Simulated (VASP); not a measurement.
# MoS2 in VASP: a series of runs

The runs below take MoS2 through band structure, phonons, with HSE06, LDA, PBE+D3(BJ).

All numbers are computed with VASP 6.6.1; they aren't measurements. Logs are shortened: lines on timing, memory, paths and dates and some standing lists are left out, and cuts for length are marked.

## Step 1: The slab as given

The cell holds a slab with vacuum, 6 atoms: a = 3.151 Å, b = 3.151 Å, c = 27.292 Å, α = 90.00°, β = 90.00°, γ = 120.00°.

## Step 2: Band structure, HSE06

POSCAR reads:

```
MoS2                                    
1.0
    3.1511592275      0.0000000000      0.0000000000
   -1.5755796138      2.7289839378      0.0000000000
    0.0000000000      0.0000000000     27.2922960000
  S               Mo            
     4     2
Direct
     0.3333333300000021    0.6666666699999979    0.3316016050241459
     0.3333333300000021    0.6666666699999979    0.4463726783344559
     0.6666666699999979    0.3333333300000021    0.5536273216655441
     0.6666666699999979    0.3333333300000021    0.6683983949758541
     0.6666666699999979    0.3333333300000021    0.3890116340685439
     0.3333333300000021    0.6666666699999979    0.6109883659314560
```

INCAR.step1 reads:

```
PREC     = Accurate       # precision mode
ENCUT    = 520            # plane-wave cutoff, eV
EDIFF    = 1E-5           # SCF threshold, eV
ISMEAR   = 0              # smearing method
SIGMA    = 0.03           # smearing width, eV
LREAL    = F              # projectors in reciprocal space
LASPH    = T              # aspherical terms in the spheres
NELM     = 80             # most SCF steps
ALGO     = Normal         # electronic algorithm
ISIF     = 2              # what is computed and relaxed
LWAVE    = T              # write WAVECAR
LCHARG   = F              # write CHGCAR
LMAXMIX  = 4              # l up to which the mixer works
LDIPOL   = T            
IDIPOL   = 3            
DIPOL    = 0.5 0.5 0.500
NBANDS   = 35             # bands
LVHAR    = T            
LVACPOTAV= T            
KPAR     = 4            
GGA      = PE             # functional
```

INCAR.step2 reads:

```
PREC     = Accurate       # precision mode
ENCUT    = 520            # plane-wave cutoff, eV
EDIFF    = 1E-7           # SCF threshold, eV
ISMEAR   = 0              # smearing method
SIGMA    = 0.03           # smearing width, eV
LREAL    = F              # projectors in reciprocal space
LASPH    = T              # aspherical terms in the spheres
NELM     = 80             # most SCF steps
ALGO     = Normal         # electronic algorithm
ISIF     = 2              # what is computed and relaxed
LWAVE    = F              # write WAVECAR
LCHARG   = F              # write CHGCAR
LMAXMIX  = 4              # l up to which the mixer works
LDIPOL   = T            
IDIPOL   = 3            
DIPOL    = 0.5 0.5 0.500
GGA      = PE             # functional
LHFCALC  = T              # exact exchange
HFSCREEN = 0.2            # screening, 1/A
PRECFOCK = Fast         
NBANDS   = 35             # bands
LVHAR    = T            
LVACPOTAV= T            
KPAR     = 4            
ISTART   = 1
```

KPOINTS reads:

```
regular mesh
0
Gamma
  6 6 1
```

KPOINTS_OPT reads:

```
explicit points
3
Reciprocal
 0.0000000000  0.0000000000  0.0000000000 1
 0.5000000000  0.0000000000  0.0000000000 1
 0.3333333300  0.3333333300  0.0000000000 1
```

Potentials or basis: VASP PAW PBE potentials, release 64 (S, Mo_sv).

Launch:

```
$ cat potpaw_PBE.64/S/POTCAR potpaw_PBE.64/Mo_sv/POTCAR > POTCAR
$ cp INCAR.step1 INCAR
$ mpirun -np 4 vasp_std > vasp.out
$ cp INCAR.step2 INCAR
$ mpirun -np 4 vasp_std > vasp.out
```

OUTCAR:

```text
PREC = Accurate
   ENCUT = 520
   EDIFF = 1E-7
   ISMEAR = 0
   LREAL = F
   LASPH = T
   NELM = 80
   ISIF = 2
   GGA = PE
   LHFCALC = T
   HFSCREEN = 0.2
   PRECFOCK = Fast
   ISTART = 1

 ion  position               nearest neighbor table
   1  0.333  0.667  0.332-   5 2.40   5 2.40   5 2.40
   2  0.333  0.667  0.446-   5 2.40   5 2.40   5 2.40
   3  0.667  0.333  0.554-   6 2.40   6 2.40   6 2.40
   4  0.667  0.333  0.668-   6 2.40   6 2.40   6 2.40
   5  0.667  0.333  0.389-   2 2.40   2 2.40   2 2.40   1 2.40   1 2.40   1 2.40
   6  0.333  0.667  0.611-   3 2.40   3 2.40   3 2.40   4 2.40   4 2.40   4 2.40

  LATTYP: Found a hexagonal cell.
 ALAT       =     3.1511592275
 C/A-ratio  =     8.6610336164

  Lattice vectors:

 A1 = (   3.1511592275,   0.0000000000,   0.0000000000)
 A2 = (  -1.5755796138,   2.7289839378,   0.0000000000)
 A3 = (   0.0000000000,   0.0000000000,  27.2922960000)

Analysis of symmetry for initial positions (statically):
=====================================================================
 Subroutine PRICEL returns:
 Original cell was already a primitive cell.

 Routine SETGRP: Setting up the symmetry group for a
 hexagonal supercell.

 Subroutine GETGRP returns: Found 12 space group operations
 (whereof 12 operations were pure point group operations)
 out of a pool of 24 trial point group operations.

The static configuration has the point symmetry D_3d.

Analysis of symmetry for dynamics (positions and initial velocities):
=====================================================================
 Subroutine PRICEL returns:
 Original cell was already a primitive cell.

 Routine SETGRP: Setting up the symmetry group for a
 hexagonal supercell.

 Subroutine GETGRP returns: Found 12 space group operations
 (whereof 12 operations were pure point group operations)
 out of a pool of 24 trial point group operations.

The dynamic configuration has the point symmetry D_3d.

 Subroutine INISYM returns: Found 12 space group operations
 (whereof 12 operations are pure point group operations),
 and found     1 'primitive' translations

[... 95 lines left out ...]
   NELECT =      52.0000    total number of electrons
   NUPDOWN=      -1.0000    fix difference up-down
   EMIN   =  10.00;   EMAX   =-10.00  energy-range for DOS
   EFERMI =   0.00;   METHOD = LEGACY
   ISMEAR =     0;   SIGMA  =   0.03  broadening in eV -4-tet -1-fermi 0-gaus
   EFERMI_NEDOS =   21; number of points for ismear=-14 and -15
   IALGO  =     38    algorithm
   IMIX   =      1    mixing-type and parameters
     AMIX     =   0.40;   BMIX     =  1.00
     AMIX_MAG =   1.60;   BMIX_MAG =  1.00
  volume/ion in A,a.u.               =      39.12       263.97
  Fermi-wavevector in a.u.,A,eV,Ry     =   0.990616  1.871993 13.351679  0.981321
  Thomas-Fermi vector in A             =   2.122299
   LORBIT       =      0    0 simple, 1 ext, 2 COOP (PROOUT), +10 PAW based schemes
   GGA     = PE    functional components
   LHFCALC =     T    Hartree Fock is set to
   PRECFOCK=fast      Normal, Fast or Accurate (Low or Medium for compatibility)
   ENCUT4O =  -1.0   cutoff for four orbital integrals eV
   NKREDX  =     1    reduce k-point grid by
   NKREDY  =     1    reduce k-point grid by
   NKREDZ  =     1    reduce k-point grid by
   AEXX    =    0.2500 exact exchange contribution
   HFSCREEN=    0.2000 screening length (either q_TF or 0.3 A-1)
   HFSCREENC=   0.2000 screening length for correlation (either q_TF or 0.3 A-1)
   ENCUTFOCK=  -1.0 apply spherical cutoff to Coloumb kernel
   IVDW    =     0    specifies the selected vdW correction
   LEPSILON=     F    determine dielectric tensor
   LRPA    =     F    only Hartree local field effects (RPA)
 non-spin polarized calculation
 Gauss-broadening in eV      SIGMA  =   0.03
  energy-cutoff  :      520.00
  volume of cell :      234.70
 maximum number of plane-waves:      6348
 NGX is ok and might be reduce to    24
  NGX = 14; NGY = 14; NGZ =126

 dipolmoment           0.000000      0.000000      0.000000 electrons x Angstroem

 number of electron      51.9999998 magnetization

 dipolmoment           0.000000      0.000000     -0.000000 electrons x Angstroem

 Free energy of the ion-electron system (eV)
  ---------------------------------------------------
  ext. energy  EPLUGINS =         0.00000000
  ---------------------------------------------------
  free energy    TOTEN  =       -52.43999283 eV

  energy without entropy =      -52.43999283  energy(sigma->0) =      -52.43999283

 E-fermi :   0.2689     XC(G=0):  -4.3355

 val. band max:       -0.0357383813   @ k =   0.0000   0.0000   0.0000
 cond. band min:       1.7858556498   @ k =   0.3333   0.3333   0.0000
 fundamental gap:      1.8215940311
 Fermi energy:         0.2688676893

 k-point     1 :       0.0000    0.0000    0.0000
  band No.  band energies     occupation
      1     -65.3715      2.00000
      2     -65.3714      2.00000
      3     -38.1161      2.00000
      4     -38.1160      2.00000
      5     -37.8319      2.00000
      6     -37.8319      2.00000
[... 255 lines left out ...]
     34       5.5345      0.00000
     35       7.2659      0.00000

------------------------ aborting loop because EDIFF is reached ----------------------------------------

  FORCE on cell =-STRESS in cart. coord.  units (eV):
  Direction    XX          YY          ZZ          XY          YZ          ZX
  --------------------------------------------------------------------------------------
  -------------------------------------------------------------------------------------
  Total       -0.8662654     -0.8662653     -1.8917408      0.0000000      0.0000000     -0.0000000
  in kB       -5.9135752     -5.9135752    -12.9140012      0.0000000      0.0000000     -0.0000000
  external PRESSURE =      -8.2470506 kB  Pullay stress =       0.0000000 kB

 VOLUME and BASIS-vectors are now :
 -----------------------------------------------------------------------------
  energy-cutoff  :      520.00
  volume of cell :      234.70
      direct lattice vectors                 reciprocal lattice vectors
     3.151159227  0.000000000  0.000000000     0.317343532  0.183218374  0.000000000
    -1.575579614  2.728983938  0.000000000     0.000000000  0.366436748  0.000000000
     0.000000000  0.000000000 27.292296000     0.000000000  0.000000000  0.036640376

 POSITION                                       TOTAL-FORCE (eV/Angst)
 -----------------------------------------------------------------------------------
     -0.00000      1.81932      9.05017        -0.000000      0.000000      0.431209
     -0.00000      1.81932     12.18254         0.000000      0.000000     -0.568096
      1.57558      0.90966     15.10976        -0.000000     -0.000000      0.568096
      1.57558      0.90966     18.24213         0.000000     -0.000000     -0.431209
      1.57558      0.90966     10.61702         0.000000     -0.000000     -0.077717
     -0.00000      1.81932     16.67528        -0.000000      0.000000      0.077717
 -----------------------------------------------------------------------------------
    total drift:                               -0.000000     -0.000000     -0.000025

  FREE ENERGIE OF THE ION-ELECTRON SYSTEM (eV)
  ---------------------------------------------------
  free  energy   TOTEN  =       -52.4399928328 eV

  energy  without entropy=      -52.4399928328  energy(sigma->0) =      -52.43999283

 vacuum level on the upper side and lower side of the slab         5.817         5.817
```

OUTCAR.step1:

```text
PREC = Accurate
   ENCUT = 520
   EDIFF = 1E-5
   ISMEAR = 0
   LREAL = F
   LASPH = T
   NELM = 80
   ISIF = 2
[... 486 lines left out ...]
      1.57558      0.90966     10.61702        -0.000000     -0.000000     -0.077025
     -0.00000      1.81932     16.67528         0.000000      0.000000      0.077025
 -----------------------------------------------------------------------------------
    total drift:                               -0.000000      0.000000      0.000000

  FREE ENERGIE OF THE ION-ELECTRON SYSTEM (eV)
  ---------------------------------------------------
  free  energy   TOTEN  =       -43.6182494424 eV

  energy  without entropy=      -43.6182494424  energy(sigma->0) =      -43.61824944

 vacuum level on the upper side and lower side of the slab         5.805         5.805
```

It took 25 min on 4 MPI ranks of Intel Xeon 6975P-C (Granite Rapids), shared host; peak memory 0.51 GiB.

Results:

| Quantity | Value |
| --- | --- |
| Free energy | -52.4400 eV |
| Largest force | 0.568 eV/Å |
| Band gap on the k mesh | 1.82 eV, indirect (least direct gap 2.24 eV) |
| Band gap along the path | 1.82 eV, indirect (least direct gap 2.24 eV) |
| Ionisation potential of the upper face | 5.85 eV |

Forces in eV/Å, atoms in the order of the input:
```
S    0.000  0.000  0.431
S    0.000  0.000 -0.568
S    0.000  0.000  0.568
S    0.000  0.000 -0.431
Mo   0.000  0.000 -0.078
Mo   0.000  0.000  0.078
```

Caveat: the PAW data sets were made with another functional, which shifts forces and pressure a little.

(Part 1 of 2 ends here.)
